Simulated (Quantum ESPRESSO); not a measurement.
# 2H-WSe2, 1 layer, stepped through biaxial strain, part 3 of 6

What law, if any, do the results for 2H-WSe2, 1 layer follow against biaxial strain?

Quantum ESPRESSO 7.5; plane-wave DFT, PBE, GBRV ultrasoft pseudopotentials.

So far. Step 2 (Relaxing cell and ions of the reference):  The last row is no step: it is a fresh SCF in the final cell with a new plane-wave basis, +0 meV from the row before. Step 3 (Relaxation with pw.x, -4 %): The relaxation lowers the energy by 16 meV an atom.

## Step 5: Electrostatic potential, -4 %

plot_num = 11 writes the bare and Hartree potential, from which vacuum levels or, in a crystal, the mean potential are read.

m0.pot.in reads:

```
&inputpp
  prefix = 'm0.scf'
  outdir = './out'
  filplot = 'm0.pot.dat'
  plot_num = 11
/
```

Launch:

```bash
$ OMP_NUM_THREADS=1 mpirun -n 4 pp.x -in m0.pot.in > m0.pot.out
```

The log of the run:

```text
[banner, memory and clock lines left out]
Program POST-PROC v.7.5 starts

          URL

     ./out/m0.scf.save/

     IMPORTANT: XC functional enforced from input :
     Exchange-correlation= PBE
                           (   1   4   3   4   0   0   0)
     Any further DFT definition will be discarded
     Please, verify this is what you really want

     negative rho (up, down):  6.913E-02 0.000E+00

     Calling punch_plot, plot_num =  11
     Writing data to file  m0.pot.dat
     Message from routine chdens:
     namelist plot not found or invalid, exiting
```

It took 1 s on 4 MPI ranks of Arm Neoverse V1, shared host; peak memory 0.12 GiB; 3.9 s of CPU time.

Read from the output:

| Property | Result |
| --- | --- |
| slope of the potential above | 9.29e-5 eV/Å |
| upper vacuum line continued to the top atoms, over the valence top | 4.937 eV |
| slope of the potential below | -5.14e-5 eV/Å |
| lower vacuum line continued to the bottom atoms, over the valence top | 4.937 eV |
| vacuum level at the upper face over the valence top of the mesh | 4.937 eV |
| vacuum level at the lower face over the valence top of the mesh | 4.937 eV |

Electrostatic potential energy of an electron; zero at the highest filled level of the SCF mesh. Potential energy, planar mean against z:

z (Å), potential energy, planar mean (eV) and a bar from the least value:
```
      0.0        4.9 ##############################
      0.5        4.9 ##############################
      1.0        4.9 ##############################
      1.5        4.9 ##############################
      2.0        4.9 ##############################
      2.5        4.9 ##############################
      3.0        4.9 ##############################
      3.5        4.9 ##############################
      4.0        4.9 ##############################
      4.5        4.9 ##############################
      5.0        4.9 ##############################
      5.5        4.8 ##############################
      6.0        4.5 #############################
      6.5        3.0 ###########################
      7.0       -3.6 ##################
      7.5      -16.7 #
      8.0      -12.7 ######
      8.5       -5.4 ################
      9.0      -10.2 ##########
      9.5      -11.8 #######
     10.0       -7.3 #############
     10.5       -7.3 ##############
     11.0      -17.3 
     11.5      -10.6 #########
     12.0        1.0 #########################
     12.5        4.1 #############################
     13.0        4.7 ##############################
     13.5        4.9 ##############################
     14.0        4.9 ##############################
     14.5        4.9 ##############################
     15.0        4.9 ##############################
     15.5        4.9 ##############################
     16.0        4.9 ##############################
     16.5        4.9 ##############################
     17.0        4.9 ##############################
     17.5        4.9 ##############################
     18.0        4.9 ##############################
     18.5        4.9 ##############################
```

## Step 6: Band structure, -4 %

Bands along a path place the edges.

m0.bands.in reads:

```
&control
  prefix = 'm0.bands'
  outdir = './out'
  pseudo_dir = './pseudo'
  calculation = 'bands'
/
&system
  ibrav = 0
  nat = 3
  ntyp = 2
  ecutwfc = 40
  ecutrho = 200
  occupations = 'smearing'
  smearing = 'fd'
  degauss = 0.002
  nbnd = 19
/
&electrons
  conv_thr = 1e-07
  mixing_beta = 0.4
  electron_maxstep = 120
  mixing_mode = 'plain'
/
ATOMIC_SPECIES
  Se  78.9710  se_pbe_v1.uspp.F.UPF
  W   183.8400  w_pbe_v1.2.uspp.F.UPF
CELL_PARAMETERS angstrom
  3.18543293760000 0.00000000000000 0.00000000000000
  -1.59271646880000 2.75866584576000 0.00000000000000
  0.00000000000000 0.00000000000000 18.74034793400000
ATOMIC_POSITIONS crystal
  Se  0.333333333300 0.666666666700 0.407585433700
  W   0.000000000000 0.000000000000 0.500000000000
  Se  0.333333333300 0.666666666700 0.592414566300
K_POINTS crystal_b
4
  0.0000000000 0.0000000000 0.0000000000 12
  0.5000000000 0.0000000000 0.0000000000 12
  0.3333333333 0.3333333333 0.0000000000 12
  0.0000000000 0.0000000000 0.0000000000 1
```

Launch:

```bash
$ cp -r out/m0.scf.save out/m0.bands.save
$ cp out/m0.scf.xml out/m0.bands.xml
$ OMP_NUM_THREADS=1 mpirun -n 4 pw.x -nk 4 -in m0.bands.in > m0.bands.out
```

The log of the run:

```text
[banner, memory and clock lines left out]
Program PWSCF v.7.5 starts

          URL

     Atomic positions and unit cell read from directory:
     ./out/m0.bands.save/

     Message from routine setup:
     using ibrav=0 with symmetry is DISCOURAGED, use correct ibrav instead

     G-vector sticks info

     bravais-lattice index     =            0
     lattice parameter (alat)  =       6.0196  a.u.
     unit-cell volume          =    1111.3269 (a.u.)^3
     number of atoms/cell      =            3
     number of atomic types    =            2
     number of electrons       =        26.00
     number of Kohn-Sham states=           19
     kinetic-energy cutoff     =      40.0000  Ry
     charge density cutoff     =     200.0000  Ry
     Exchange-correlation= SLA  PW   PBE  PBE
                           (   1   4   3   4   0   0   0)

     celldm(1)=   6.019596  celldm(2)=   0.000000  celldm(3)=   0.000000
     celldm(4)=   0.000000  celldm(5)=   0.000000  celldm(6)=   0.000000

     crystal axes: (cart. coord. in units of alat)
               a(1) = (   1.000000   0.000000   0.000000 )
               a(2) = (  -0.500000   0.866025   0.000000 )
               a(3) = (   0.000000   0.000000   5.883140 )

     reciprocal axes: (cart. coord. in units 2 pi/alat)
               b(1) = (  1.000000  0.577350 -0.000000 )
               b(2) = (  0.000000  1.154701  0.000000 )
               b(3) = (  0.000000 -0.000000  0.169977 )

     PseudoPot. # 1 for Se read from file:
     ./pseudo/se_pbe_v1.uspp.F.UPF
     Pseudo is Ultrasoft + core correction, Zval =  6.0
     Generated by new atomic code, or converted to UPF format
     Using radial grid of  877 points,  6 beta functions with:
                l(1) =   0
                l(2) =   0
                l(3) =   1
                l(4) =   1
                l(5) =   2
                l(6) =   2
     Q(r) pseudized with  8 coefficients,  rinner =    1.300   1.300   1.300
                                                       1.300   1.300

     PseudoPot. # 2 for W  read from file:
     ./pseudo/w_pbe_v1.2.uspp.F.UPF
     Pseudo is Ultrasoft + core correction, Zval = 14.0
     Generated by new atomic code, or converted to UPF format
     Using radial grid of  923 points,  8 beta functions with:
                l(1) =   0
                l(2) =   0
                l(3) =   0
                l(4) =   1
                l(5) =   1
                l(6) =   2
                l(7) =   2
                l(8) =   3
     Q(r) pseudized with  6 coefficients,  rinner =    1.350   1.350   1.350
                                                       1.350   1.350   1.350
                                                       1.350

     atomic species   valence    mass     pseudopotential
     Se                6.00    78.97100     Se( 1.00)
     W                14.00   183.84000     W ( 1.00)

     12 Sym. Ops. (no inversion) found

   Cartesian axes

     site n.     atom                  positions (alat units)
         1        Se     tau(   1) = (  -0.0000000   0.5773503   2.3978822  )
         2        W      tau(   2) = (   0.0000000   0.0000000   2.9415700  )
         3        Se     tau(   3) = (  -0.0000000   0.5773503   3.4852578  )

     number of k points=    37  Fermi-Dirac smearing, width (Ry)=  0.0020
                       cart. coord. in units 2pi/alat
        k(    1) = (   0.0000000   0.0000000   0.0000000), wk =   0.0540541
        k(    2) = (   0.0416667   0.0240563   0.0000000), wk =   0.0540541
        k(    3) = (   0.0833333   0.0481125   0.0000000), wk =   0.0540541
        k(    4) = (   0.1250000   0.0721688   0.0000000), wk =   0.0540541
        k(    5) = (   0.1666667   0.0962250   0.0000000), wk =   0.0540541
        k(    6) = (   0.2083333   0.1202813   0.0000000), wk =   0.0540541
        k(    7) = (   0.2500000   0.1443376   0.0000000), wk =   0.0540541
        k(    8) = (   0.2916667   0.1683938   0.0000000), wk =   0.0540541
        k(    9) = (   0.3333333   0.1924501   0.0000000), wk =   0.0540541
        k(   10) = (   0.3750000   0.2165064   0.0000000), wk =   0.0540541
        k(   11) = (   0.4166667   0.2405626   0.0000000), wk =   0.0540541
        k(   12) = (   0.4583333   0.2646189   0.0000000), wk =   0.0540541
        k(   13) = (   0.5000000   0.2886751   0.0000000), wk =   0.0540541
        k(   14) = (   0.4861111   0.3127314   0.0000000), wk =   0.0540541
        k(   15) = (   0.4722222   0.3367877   0.0000000), wk =   0.0540541
        k(   16) = (   0.4583333   0.3608439   0.0000000), wk =   0.0540541
        k(   17) = (   0.4444444   0.3849002   0.0000000), wk =   0.0540541
        k(   18) = (   0.4305556   0.4089564   0.0000000), wk =   0.0540541
        k(   19) = (   0.4166667   0.4330127   0.0000000), wk =   0.0540541
        k(   20) = (   0.4027778   0.4570690   0.0000000), wk =   0.0540541
        k(   21) = (   0.3888889   0.4811252   0.0000000), wk =   0.0540541
        k(   22) = (   0.3750000   0.5051815   0.0000000), wk =   0.0540541
        k(   23) = (   0.3611111   0.5292377   0.0000000), wk =   0.0540541
        k(   24) = (   0.3472222   0.5532940   0.0000000), wk =   0.0540541
        k(   25) = (   0.3333333   0.5773503   0.0000000), wk =   0.0540541
        k(   26) = (   0.3055556   0.5292377   0.0000000), wk =   0.0540541
        k(   27) = (   0.2777778   0.4811252   0.0000000), wk =   0.0540541
        k(   28) = (   0.2500000   0.4330127   0.0000000), wk =   0.0540541
        k(   29) = (   0.2222222   0.3849002   0.0000000), wk =   0.0540541
        k(   30) = (   0.1944444   0.3367877   0.0000000), wk =   0.0540541
        k(   31) = (   0.1666667   0.2886751   0.0000000), wk =   0.0540541
        k(   32) = (   0.1388889   0.2405626   0.0000000), wk =   0.0540541
        k(   33) = (   0.1111111   0.1924501   0.0000000), wk =   0.0540541
        k(   34) = (   0.0833333   0.1443376   0.0000000), wk =   0.0540541
        k(   35) = (   0.0555556   0.0962250   0.0000000), wk =   0.0540541
        k(   36) = (   0.0277778   0.0481125   0.0000000), wk =   0.0540541
        k(   37) = (   0.0000000   0.0000000   0.0000000), wk =   0.0540541

     Dense  grid:    53277 G-vectors     FFT dimensions: (  27,  27, 160)

     Smooth grid:    37811 G-vectors     FFT dimensions: (  25,  25, 144)

     The potential is recalculated from file :
     ./out/m0.bands.save/charge-density

     negative rho (up, down):  6.913E-02 0.000E+00
     Starting wfcs are   21 randomized atomic wfcs

     Band Structure Calculation
     Davidson diagonalization with overlap

     ethr =  3.85E-10,  avg # of iterations = 45.3

     End of band structure calculation

          k = 0.0000 0.0000 0.0000 (  4643 PWs)   bands (ev):

[...]
4.5249   5.3657   5.6960

          k = 0.1667 0.0962 0.0000 (  4721 PWs)   bands (ev):

   -73.0731 -37.3717 -37.2231 -37.1600 -13.7645 -12.7910  -5.1064  -2.3355
    -2.3305  -0.7099  -0.6104  -0.4566  -0.0125   2.8640   3.6119   3.7385
     4.7223   5.5986   5.9436

          k = 0.2083 0.1203 0.0000 (  4727 PWs)   bands (ev):

   -73.0711 -37.3643 -37.2621 -37.1693 -13.5236 -12.6564  -4.8284  -2.8267
    -2.6216  -0.8713  -0.7466  -0.5006  -0.1280   2.6410   3.5805   3.6548
     4.9071   5.8819   6.2495

          k = 0.2500 0.1443 0.0000 (  4720 PWs)   bands (ev):

   -73.0690 -37.3562 -37.3035 -37.1792 -13.2466 -12.5027  -4.5634  -3.3091
    -2.9672  -1.1234  -1.0227  -0.2986  -0.2840   2.5890   3.4674   3.7926
     5.0621   6.2082   6.6045

          k = 0.2917 0.1684 0.0000 (  4736 PWs)   bands (ev):

   -73.0669 -37.3483 -37.3448 -37.1892 -12.9455 -12.3379  -4.4567  -3.6444
    -3.3552  -1.3531  -1.2467  -0.4649  -0.0829   2.6853   3.4206   3.9841
     5.1808   6.5516   6.9913

          k = 0.3333 0.1925 0.0000 (  4738 PWs)   bands (ev):

   -73.0649 -37.3831 -37.3407 -37.1983 -12.6370 -12.1722  -4.7077  -3.7504
    -3.6501  -1.5510  -1.4100  -0.5557   0.0822   2.8839   3.4492   4.1884
     5.2647   6.8158   7.3705

          k = 0.3750 0.2165 0.0000 (  4760 PWs)   bands (ev):

   -73.0632 -37.4160 -37.3345 -37.2061 -12.3438 -12.0189  -5.1014  -4.1113
    -3.5443  -1.7106  -1.5207  -0.5341   0.2004   3.1402   3.5412   4.3690
     5.3194   6.7024   7.4834

          k = 0.4167 0.2406 0.0000 (  4766 PWs)   bands (ev):

   -73.0619 -37.4409 -37.3295 -37.2122 -12.0953 -11.8930  -5.4538  -4.3999
    -3.4761  -1.8273  -1.5903  -0.4248   0.2734   3.4128   3.6623   4.5007
     5.3521   6.2824   7.6661

          k = 0.4583 0.2646 0.0000 (  4748 PWs)   bands (ev):

   -73.0611 -37.4565 -37.3263 -37.2156 -11.9257 -11.8095  -5.6933  -4.5863
    -3.4498  -1.8984  -1.6281  -0.3041   0.3109   3.6465   3.7645   4.5757
     5.3689   5.8888   7.8276

          k = 0.5000 0.2887 0.0000 (  4752 PWs)   bands (ev):

   -73.0609 -37.4620 -37.3254 -37.2167 -11.8650 -11.7803  -5.7784  -4.6508
    -3.4443  -1.9223  -1.6401  -0.2526   0.3221   3.7471   3.8045   4.5991
     5.3741   5.7243   7.8978

          k = 0.4861 0.3127 0.0000 (  4744 PWs)   bands (ev):

   -73.0608 -37.4611 -37.3253 -37.2182 -11.8600 -11.7769  -5.7663  -4.6495
    -3.4383  -1.9529  -1.6286  -0.3235   0.3377   3.7077   3.8568   4.6275
     5.2983   5.7315   7.9437

          k = 0.4722 0.3368 0.0000 (  4768 PWs)   bands (ev):

   -73.0607 -37.4590 -37.3250 -37.2232 -11.8451 -11.7669  -5.7305  -4.6460
    -3.4210  -2.0309  -1.6061  -0.5137   0.3699   3.6558   3.9420   4.7094
     5.1031   5.7527   8.0754

          k = 0.4583 0.3608 0.0000 (  4768 PWs)   bands (ev):

   -73.0606 -37.4553 -37.3244 -37.2307 -11.8211 -11.7508  -5.6714  -4.6413
    -3.3936  -2.1356  -1.5874  -0.7862   0.4039   3.6044   4.0352   4.8019
     4.8830   5.7884   8.2754

          k = 0.4444 0.3849 0.0000 (  4770 PWs)   bands (ev):

   -73.0604 -37.4501 -37.3236 -37.2409 -11.7888 -11.7293  -5.5900  -4.6374
    -3.3588  -2.2525  -1.5785  -1.1122   0.4379   3.5509   4.1243   4.5576
     5.0195   5.8400   8.5136

          k = 0.4306 0.4090 0.0000 (  4772 PWs)   bands (ev):

   -73.0602 -37.4436 -37.3227 -37.2534 -11.7497 -11.7034  -5.4876  -4.6364
    -3.3203  -2.3701  -1.5811  -1.4681   0.4759   3.4925   4.2013   4.2896
     5.2142   5.9102   8.7417

          k = 0.4167 0.4330 0.0000 (  4778 PWs)   bands (ev):

   -73.0599 -37.4358 -37.3217 -37.2677 -11.7057 -11.6744  -5.3662  -4.6409
    -3.2838  -2.4783  -1.8330  -1.5951   0.5221   3.4262   4.0442   4.2641
     5.4229   5.9993   8.8585

          k = 0.4028 0.4571 0.0000 (  4780 PWs)   bands (ev):

   -73.0597 -37.4269 -37.3207 -37.2833 -11.6591 -11.6441  -5.2285  -4.6525
    -3.2591  -2.5689  -2.1853  -1.6196   0.5793   3.3495   3.8317   4.3163
     5.6314   6.1044   8.7232

          k = 0.3889 0.4811 0.0000 (  4792 PWs)   bands (ev):

   -73.0594 -37.4170 -37.3197 -37.2999 -11.6144 -11.6128  -5.0784  -4.6717
    -3.2650  -2.6362  -2.4951  -1.6525   0.6473   3.2630   3.6576   4.3633
     5.8257   6.2179   8.4385

          k = 0.3750 0.5052 0.0000 (  4792 PWs)   bands (ev):

   -73.0592 -37.4061 -37.3189 -37.3164 -11.5873 -11.5700  -4.9225  -4.6964
    -3.3363  -2.7157  -2.6788  -1.6905   0.7222   3.1726   3.5246   4.4089
     5.9926   6.3282   8.1439

          k = 0.3611 0.5292 0.0000 (  4802 PWs)   bands (ev):

   -73.0590 -37.3950 -37.3323 -37.3182 -11.5652 -11.5344  -4.7730  -4.7221
    -3.4832  -2.8204  -2.6993  -1.7279   0.7943   3.0896   3.4329   4.4514
     6.1205   6.4189   7.8983

          k = 0.3472 0.5533 0.0000 (  4794 PWs)   bands (ev):

   -73.0589 -37.3846 -37.3457 -37.3177 -11.5504 -11.5100  -4.7426  -4.6551
    -3.6327  -2.8526  -2.7046  -1.7572   0.8492   3.0300   3.3807   4.4844
     6.2002   6.4724   7.7397

          k = 0.3333 0.5774 0.0000 (  4806 PWs)   bands (ev):

   -73.0588 -37.3793 -37.3524 -37.3176 -11.5450 -11.5010  -4.7510  -4.6089
    -3.6953  -2.8582  -2.7042  -1.7691   0.8704   3.0084   3.3642   4.4975
     6.2268   6.4857   7.6877

          k = 0.3056 0.5292 0.0000 (  4808 PWs)   bands (ev):

   -73.0590 -37.3922 -37.3343 -37.3184 -11.5696 -11.5441  -4.7277  -4.7057
    -3.4949  -2.8483  -2.7196  -1.7089   0.7822   3.0740   3.4182   4.4398
     6.1306   6.5125   7.8380

          k = 0.2778 0.4811 0.0000 (  4782 PWs)   bands (ev):

   -73.0597 -37.4031 -37.3207 -37.3069 -11.6849 -11.6477  -4.8406  -4.5478
    -3.2021  -2.7664  -2.7589  -1.5302   0.5797   3.1036   3.5429   4.3371
     5.8981   6.7188   8.1551

          k = 0.2500 0.4330 0.0000 (  4776 PWs)   bands (ev):

   -73.0609 -37.4025 -37.3253 -37.2789 -11.9234 -11.7774  -4.7980  -4.2635
    -3.1960  -2.8059  -2.3987  -1.2768   0.3882   2.9083   3.6712   4.2557
     5.6314   7.1152   8.2942

          k = 0.2222 0.3849 0.0000 (  4774 PWs)   bands (ev):

   -73.0625 -37.3891 -37.3318 -37.2519 -12.2379 -11.9476  -4.5948  -3.8630
    -3.3845  -2.7939  -1.9269  -0.9988   0.2790   2.6036   3.7324   4.0736
     5.4193   7.6118   7.7596

          k = 0.1944 0.3368 0.0000 (  4734 PWs)   bands (ev):

   -73.0646 -37.3632 -37.3394 -37.2269 -12.5949 -12.1419  -4.2919  -3.6435
    -3.3893  -2.6859  -1.4573  -0.7343   0.2257   2.3697   3.6929   3.7876
     5.2906   7.1714   7.5543

          k = 0.1667 0.2887 0.0000 (  4716 PWs)   bands (ev):

   -73.0670 -37.3484 -37.3280 -37.2044 -12.9613 -12.3433  -4.2379  -3.6131
    -2.9597  -2.3882  -1.0353  -0.5088   0.1402   2.3204   3.5256   3.5937
     5.1924   6.6412   7.0314

          k = 0.1389 0.2406 0.0000 (  4740 PWs)   bands (ev):

   -73.0695 -37.3581 -37.2869 -37.1852 -13.3099 -12.5367  -4.5664  -3.1506
    -2.6668  -1.8537  -0.7348  -0.3338   0.0157   2.4528   3.4225   3.5075
     5.0576   6.1772   6.5577

          k = 0.1111 0.1925 0.0000 (  4728 PWs)   bands (ev):

   -73.0719 -37.3671 -37.2435 -37.1693 -13.6198 -12.7097  -4.9253  -2.6061
    -2.4202  -1.2423  -0.6859  -0.2058  -0.0157   2.7011   3.4939   3.5345
     4.8643   5.7874   6.1458

          k = 0.0833 0.1443 0.0000 (  4708 PWs)   bands (ev):

   -73.0740 -37.3752 -37.2029 -37.1567 -13.8754 -12.8531  -5.2409  -2.1865
    -2.0671  -0.8319  -0.6828  -0.1105   0.0281   3.0654   3.5910   3.7736
     4.6306   5.4745   5.8103

          k = 0.0556 0.0962 0.0000 (  4700 PWs)   bands (ev):

   -73.0757 -37.3816 -37.1699 -37.1478 -14.0656 -12.9599  -5.4837  -1.9854
    -1.5973  -0.9965  -0.2611  -0.0323   0.0420   3.5296   3.8013   4.0107
     4.3998   5.2352   5.5633

          k = 0.0278 0.0481 0.0000 (  4669 PWs)   bands (ev):

   -73.0768 -37.3854 -37.1481 -37.1424 -14.1828 -13.0257  -5.6360  -1.8481
    -1.2686  -1.1097  -0.0183   0.0301   0.0328   3.9917   4.0472   4.1706
     4.2278   5.0564   5.4101

          k = 0.0000 0.0000 0.0000 (  4643 PWs)   bands (ev):

   -73.0771 -37.3865 -37.1405 -37.1405 -14.2223 -13.0479  -5.6879  -1.7994
    -1.1492  -1.1492   0.0265   0.0566   0.0566   4.1638   4.1638   4.2257
     4.2257   4.9627   5.3567

     XML data file, pseudopotentials, collected wavefunctions

                                        0.00s GPU  (     524 calls)
```

Run time: 17 s. Hardware: 4 MPI ranks; peak memory 0.31 GiB; 66 s of CPU time.

Read from the output:

| Property | Result |
| --- | --- |
| valence top, on the run's zero | 0.8704 eV |
| conduction bottom, on the run's zero | 2.320 eV |

Band numbers count within the set of bands kept for display. Electronic bands along the path, in eV, zero at the highest filled level of the SCF mesh; v1 is the highest filled band, c1 the lowest empty one:

```
  point     v4     v3     v2     v1    c1    c2    c3    c4
      Γ  -2.02  -0.84  -0.81  -0.81  3.29  3.29  3.36  3.36
halfway  -1.99  -1.89  -1.17  -1.15  1.72  2.60  2.92  4.19
      M  -2.79  -2.51  -1.12  -0.55  2.88  2.93  3.73  4.50
halfway  -3.35  -2.70  -2.47  -0.35  2.56  3.17  3.39  4.55
      K  -3.73  -3.57  -2.64   0.00  2.14  2.49  3.63  5.36
halfway  -3.26  -1.91  -1.38  -0.73  1.45  2.66  2.72  4.32
      Γ  -2.02  -0.84  -0.81  -0.81  3.29  3.29  3.36  3.36
```

Along this path the valence top lies at K and the conduction bottom between K and Γ.

(Continued in part 4 of 6.)

[Logs are printed without paths, hosts, clocks, repeated set-up lines and the standing remarks that a program may print on its own settings, such as how far it seeks lower states.]

[Hosts, paths, dates, database ids (printed as entryN), source tags and the programs' standing remarks are cut or masked in the printed files.]

[Maps of the electrostatic potential energy from Ansatz leave out the sawtooth potential of an applied field or a dipole correction, so their vacuum need not be flat; planar profiles and work functions include it.]
